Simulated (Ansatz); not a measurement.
# Os (P6_3/mmc) in Ansatz: notebook

Aim: see how the results for Os move with the level of theory and the settings. Levels: PBE+D4, LDA. Tasks: electric field gradients, band structure, elastic constants.

All numbers are computed with Ansatz 0.2.0; they aren't measurements. Logs are shortened: lines on timing, memory, paths and dates and some standing lists are left out, and cuts for length are marked.

### 1 Starting point

It takes space group P6_3/mmc (No. 194, hexagonal). The conventional cell has a = 2.734 Å, b = 2.734 Å, c = 4.320 Å, α = 90.00°, β = 90.00°, γ = 120.00°. Around Os (site symmetry -6m2) lie 12 Os at 2.68 to 2.73 Å.

### 2 Electric field gradients, PBE+D4 (volume scaled by 1.25)

input.yaml

```yaml
crystal:
  lattice:
    - [2.945219943, 0.0, 0.0]
    - [-1.4726099715, 2.5506352904, 0.0]
    - [0.0, 0.0, 4.6532557653]
  atoms:
    - { symbol: Os, position: [0.6666666667, 0.3333333333, 0.75] }
    - { symbol: Os, position: [0.3333333333, 0.6666666667, 0.25] }
kpoints:
  mp_grid: { grid: [11, 11, 6] }
scf:
  occupations: { method: fermi_dirac, width: 0.02 }
hamiltonian:
  xc: pbe
  dispersion: d4
  pseudopotentials: { kind: all_electron, datasets: crystal }
output:
  forces: true
  stress: true
  eigenvalues: true
  efg: {}
```

Potentials or basis: all-electron PAW datasets made for the crystal.

Run with:

```
$ ansatz run input.yaml --threads 1 --pin off --max-ram 3072MiB --backend cpu --events-out ev --progress --plain --runs-dir out
```

Standard output:

```text
Warning: RAYON_NUM_THREADS=1 ignored (pool sized by the plan → 1); use --threads N
hamiltonian.pseudopotentials.datasets: crystal makes datasets for this crystal and solves the spheres of its atoms anew in each pass: cutoff 300.0 eV, the density's 1200.0 eV; for an error of 0.50 meV an atom under PBE, 1.0 meV for the cell; an energy difference from a run of another recipe may be off by several times the error for the cell, under r2SCAN by more, where some 0.1 meV an atom stays at smaller errors; Os in spheres of 1.376 Å, 8 of its electrons in bands, 22 on its site; only band paths and densities of states list, in semicore columns, the levels of the semicore shells that are solved separately: 4f of Os, 5s of Os, 5p of Os
band count auto-derived: 13 (N_el = 16.0; filled up to band 8; 12 by the electrons, moments and atoms)
Os: output.efg is read without spin–orbit coupling, which moves field gradients at and beside such atoms by some per cent and up to a factor of two; PAW files take it under magnetization.noncollinear and magnetization.spin_orbit
Engine: ansatz 0.2.0, x86_64-unknown-linux-gnu
Pseudopotentials: kind: all_electron
Pseudopotential: Os, paw, valence charge 30, recommended cutoff 300 eV (normal), crystal/all_electron/pbe/scalar/gaussian/Os, Koelling and Harmon's equation, gaussian nucleus
Functional definition: PBE
  parameter kappa = 0.804
  parameter beta = 0.06672455060314922
  exchange = pbe_x(kappa = kappa, mu = beta*pi^2/3)
  correlation = pbe_c(beta = beta)
Crystal: 2 atoms, lattice volume = 34.956 Å³
Basis set: ecut = 300 eV, 391 PW (Γ), exchange–correlation on 36×36×54 points (8 copies of the dense FFT grid, shifted against one another)
Bands: 13, of which v1, the nominal top of the filled ones, is band 8 counted from 1 (7 counted from 0)
Symmetry: 24 space group operations
Space group: P63/mmc (ITA 194), of the structure as read, at distance tolerance 3.3e-5 Å
k-points: 64 of 726
Non-local potential: Os, projectors of the file, l = 0: 1, l = 1: 1, l = 2: 2
PAW form: soft (Blöchl's): semilocal exchange-correlation on the pseudo side does not see the compensation charge
PAW one-centre angular grid: Os, 590 points (default); XC on its mesh's 1817 points in the sphere
Initial density: superposition of atomic densities (neutral atoms: chi_scale 0, normalization atom)
Initial wavefunctions: pseudopotential atomic-orbital guess
Functional: x = pbe(κ = 0.804, μ = 0.2195149727645171), c = pbe(β = 0.06672455060314922)
iter 1 solved again at ethr=3.94e-2 eV; its pass at ethr=1.00e-1 eV (dr2=6.30e0 eV) is discarded
SCF iter   1: F=—  HF=-938853.487733 eV  |F-HF|=—  |Δ(HF+E_count)|=         —  Δρ=1.28e-1  dr2=6.43e0  ethr=3.94e-2  ⟨swp⟩=2.0  Hψ=4856  notcnv=0
preconditioner: auto → none  [metal: Δε(μ)=0.036 eV  Ē_g=6.592 eV  σ=0.020 eV  W_gap=0.41  n_scr=2 (ndim 8)  ℏωp=25.1 eV  f_vac=0.000  D(μ)=1.84/eV (n_scr^D=22)  sad-step TF]
SCF iter   2: F=—  HF=-938852.475744 eV  |F-HF|=—  |Δ(HF+E_count)|=    1.01e0  Δρ=7.33e-2  dr2=2.14e0  ethr=3.94e-2  ⟨swp⟩=2.0  Hψ=1664  notcnv=0
SCF iter   3: F=—  HF=-938851.734770 eV  |F-HF|=—  |Δ(HF+E_count)|=   7.41e-1  Δρ=2.63e-2  dr2=2.47e-1  ethr=1.34e-2  ⟨swp⟩=3.0  Hψ=2397  notcnv=0
iter 4 solved again at ethr=8.41e-5 eV; its pass at ethr=1.54e-3 eV (dr2=1.35e-2 eV) is discarded
SCF iter   4: F=—  HF=-938851.753766 eV  |F-HF|=—  |Δ(HF+E_count)|=   1.90e-2  Δρ=6.14e-3  dr2=1.29e-2  ethr=8.41e-5  ⟨swp⟩=2.2  Hψ=4121  notcnv=0  defer=1
SCF iter   5: F=—  HF=-938851.755073 eV  |F-HF|=—  |Δ(HF+E_count)|=   1.31e-3  Δρ=2.23e-4  dr2=1.18e-5  ethr=8.07e-5  ⟨swp⟩=3.1  Hψ=1982  notcnv=0  defer=3
SCF iter   6: F=—  HF=-938851.755633 eV  |F-HF|=—  |Δ(HF+E_count)|=   5.60e-4  Δρ=2.17e-4  dr2=1.32e-5  ethr=7.39e-8  ⟨swp⟩=3.4  Hψ=2687  notcnv=0
SCF iter   7: F=—  HF=-938851.755631 eV  |F-HF|=—  |Δ(HF+E_count)|=   1.89e-6  Δρ=2.98e-5  dr2=2.34e-7  ethr=7.39e-8  ⟨swp⟩=2.6  Hψ=1410  notcnv=0  defer=1
SCF iter   8: F=-938851.755631 eV  HF=-938851.755631 eV  |F-HF|=1.06e-8  |Δ(HF+E_count)|=    0.00e0  Δρ=6.59e-6  dr2=1.32e-8  ethr=1.46e-9  ⟨swp⟩=3.0  Hψ=1841  notcnv=0
SCF 1 converged in 8 iterations: F = -938851.755631 eV  dr2 = 1.32e-8
  Residual-converged pass: ⟨swp⟩=3.1  Hψ=1660  notcnv=0  max |occ|·‖R‖ = 5.3e-6 eV (tolerance 5.3e-6 eV)  dr2=1.31e-8  dr2_onsite=8.50e-9  max |Δocc| = 2.0e-10
SCF converged after 8 iterations
Free energy (F): -938851.755631 eV
Harris-Foulkes:  -938851.755631 eV  (|F-HF|=1.06e-8)
Internal energy: -938851.753404 eV  (E = F + TS)
E sigma→0 (E₀):  -938851.754517 eV
Entropy (-TS):   -0.002227 eV (-1.114 meV/atom)
Past the cutoff: the bands carry plane waves up to 1.75 times it, of which those up to 1.5 times it add -0.000145 eV an atom, each by itself; the spheres take 0.000101 eV an atom off the energy for waves past 1.75 times it
By the cutoff:   a pressure is off by up to 0.006 GPa (1.2 times the spheres' own share and the shells' term, over an atom's volume, and 0.004 GPa: a bound that held against runs at twice the plane waves)
Past the cutoffs: a stress includes 0.0029 GPa for waves and charges beyond them, in addition to the slope of what the spheres take
In the spheres:  the bands' charges fall short by 2.0e-7 e at most (sound up to 1e-3), those of shells solved beside the bands by 5.9e-8 e (sound up to 5e-4)
Fermi energy:    25.074433 eV
--- Per-component energies (eV) ---
  E_band       = 353.341777
  E_kinetic    = 295.669675
  E_local      = -9284.540325  (includes V_loc(G=0)·N_el)
  E_nonlocal   = 155.071385
  E_hartree    = 4950.628725
  E_xc         = -198.099059
  E_vxc        = -221.574647  (∫ρ·V_xc dr)
  E_paw        = -962066.603667  (= ΣΔE_a)
  E_vpaw       = -42210.364947  (= ΣTr[D̂ρ^β])
  E_ewald      = -14420.554383
  E_disp       = -1.136166  (pairwise vdW)
  E_smearing   = -0.002227  (= −TS)
  E_closure    = 41717.810412  (closes the sum)
  Σ components = -938851.755631   (vs F -938851.755631, Δ=0.00e0)
  The terms above E_closure are by the made datasets' own strengths, without shells solved beside the bands.
--- Forces (eV/Å), atoms counted from 1 ---
  atom   1  Os     0.00000000    -0.00000000    -0.00000000
  atom   2  Os    -0.00000000     0.00000000     0.00000000
  max |Σ_I F_I| component: 1.85e-17 eV/Å
--- Stress (GPa, compression-positive) ---
      -52.638308       0.000000      -0.000000
        0.000000     -52.638308      -0.000000
       -0.000000      -0.000000     -56.277105
  P = ⅓ Tr σ = -53.8512 GPa (-538.512 kbar)
  It holds what live shells' own plane waves past their cutoff add
--- PAW observables at the nuclei: V_zz in 10²¹ V/m², potentials from the cell's mean, atoms counted from 1 ---
  atom   1  Os V_zz =    -3.452162   η = 0.0000   by run symmetry: allowed
            electrostatic potential = -15462.314240 V   contact ρ = 10305986.295918 e/Å³
  atom   2  Os V_zz =    -3.452162   η = 0.0000   by run symmetry: allowed
            electrostatic potential = -15462.314240 V   contact ρ = 10305986.295918 e/Å³
--- Band table (eV; the first three rows and the last of 64) ---
  k-point 0: bands = ["16.0613", "19.1954", "22.9456", "22.9456", "23.1050", "23.5275", "23.5275", "23.9835", "23.9835", "25.2357", "26.3197"]
  k-point 1: bands = ["16.3331", "19.1728", "22.8098", "22.8098", "22.9666", "23.3765", "23.3765", "24.3271", "24.3334", "24.3334", "26.3198"]
  k-point 2: bands = ["17.0933", "18.9199", "22.6530", "22.7007", "22.7007", "22.9930", "23.0595", "23.0595", "25.0266", "25.0266", "26.1719"]
  k-point 63: bands = ["20.6220", "20.6220", "21.6258", "21.6258", "22.5322", "22.5322", "24.2183", "24.2183", "26.3348", "26.3348", "31.0562"]
```

Run time: 10 s. Hardware: 1 thread of Intel Xeon at 2.70GHz, shared host; peak memory 0.5 GiB.

Results:

* Free energy: -938851.7556 eV
* Pressure: -53.9 GPa
* Band gap on the k mesh: none (metal or under the smearing width)

Levels at points of the mesh, in eV from the Fermi level:
| k point | band 4 | band 5 | band 6 | band 7 | band 8 | band 9 | band 10 | band 11 |
| --- | --- | --- | --- | --- | --- | --- | --- | --- |
| (0.00, 0.00, 0.00) | -2.13 | -1.97 | -1.55 | -1.55 | -1.09 | -1.09 | 0.16 | 1.25 |
| (0.00, 0.00, -0.50) | -2.59 | -2.28 | -2.28 | -2.28 | -2.28 | 0.64 | 0.64 | 0.64 |

Caveat: the cell as given lies far from equilibrium; so large a pressure means that the cell lies far from this level's equilibrium, or that cutoff or potentials fall short; pairwise dispersion overbinds metals, which lowers pressure and volume. Spin-orbit coupling is left out, which matters for the levels of Os.

(Continued in part 2 of 2.)
